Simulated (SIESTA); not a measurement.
ZnF2:

```xyz
6
Lattice="4.7048 0.0000 0.0000 0.0000 4.7048 0.0000 0.0000 0.0000 3.1338" Properties=species:S:1:pos:R:3 pbc="T T T"
Zn    2.3524    2.3524    1.5669
Zn    0.0000    0.0000    0.0000
F     3.7751    0.9297    1.5669
F     3.2821    3.2821    0.0000
F     0.9297    3.7751    1.5669
F     1.4227    1.4227    0.0000
```

Program: SIESTA 5.4.2. Alike in all runs: no spin polarisation; cell as given; k mesh 6 × 6 × 9; smearing fermi-dirac 0.05 eV; grid cutoff 800 Ry; energy shift 0.003 Ry.

**Question.** Order these runs on this cell by their pressure, lowest first.
A. level PBEsol; potentials or basis PseudoDojo 0.4 standard (PBEsol files), DZP (energy shift 0.003 Ry; two zetas on semicore shells)
B. level PBE; potentials or basis PseudoDojo 0.4 standard (PBE files), DZP (energy shift 0.003 Ry; two zetas on semicore shells)
C. level LDA; potentials or basis PseudoDojo 0.4 standard (LDA files), DZP (energy shift 0.003 Ry; two zetas on semicore shells)

**Answer.** C (-5.6 GPa), A (0.3 GPa), B (6.1 GPa).

Caveats: short orbitals over semicore shells can move pressures by several GPa; the basis of atomic orbitals isn't converged, which shifts pressures, moduli and gaps.

Not every run made on this cell is shown here.
